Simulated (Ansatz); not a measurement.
Skutterudite CoSb3 was calculated with LDA in Ansatz (PAW).

Run with plane-wave cutoff 520 eV, 6×6×6 k mesh, Fermi–Dirac smearing 0.01 eV, no spin polarisation, scalar-relativistic PAW data made under PBE.

Computed at the level's own relaxed cell.

Estimate the lattice constant a and band gap that the calculation returns.


- lattice constant a: 8.915 Å
- band gap: 0.29 eV

Measured, for comparison: band gap 0.63 eV (temperature not stated, not corrected to a static lattice; as tabulated in Kim et al. (2020), doi:10.1038/s41597-020-00723-8); lattice constant a 9.037 Å (room temperature, not corrected to a static lattice; as tabulated in Alexeev et al. (2016), arXiv:1601.07731). Computed (rounded) less measured: lattice constant a -1.4 %. A static lattice is as a rule a little smaller and stiffer than an uncorrected measurement, which narrows the difference in the lattice constant a and would widen misses of the other sign.

Spin–orbit coupling is not included; it can close the smallest gap of 0.29 eV.

Static lattice: no zero-point or thermal effects.

Cost on a shared machine: roughly 11 core-minutes.

Ansatz is a quantum-chemistry and plane-wave program.
